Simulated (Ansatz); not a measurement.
## SrTiO₃: field gradients at two levels of theory

Cell: a COD entry.

```
Sr Ti O
1.0
     3.90500    0.00000    0.00000
     0.00000    3.90500    0.00000
     0.00000    0.00000    3.90500
Sr Ti O
1 1 3
Direct
  0.00000 0.00000 0.00000
  0.50000 0.50000 0.50000
  0.00000 0.50000 0.50000
  0.50000 0.00000 0.50000
  0.50000 0.50000 0.00000
```

Atoms are numbered from 1 in the order listed; like atoms form one site, named after its first atom.

First run. Level of theory: DFT, PBE, plane waves and PAW, scalar-relativistic, 420 eV cutoff, Γ-centred 8×8×8 k-points, Fermi–Dirac smearing 0.02 eV (Ansatz 0.2.0).

| site | atom | V_zz (10²¹ V/m²) | η |
| --- | --- | --- | --- |
| O | 3 | 1.30 | 0.00 |

Second run. The same atoms and settings, except that spin–orbit coupling is included (fully relativistic PAW files).

**Question.** Given the first result, estimate the second.

**Answer.** 

```csv
site,atom,V_zz,η,change of V_zz
O,3,1.30,0.00,0.00
```

No V_zz moves by more than 0.01. Sites without a gradient aren't listed.

This high-symmetry form of SrTiO3 is unstable when cold, to tilts of the octahedra. The symmetry of the cell holds that distortion back, wholly or in part, and it would change the field gradients, the more the larger the distortion.
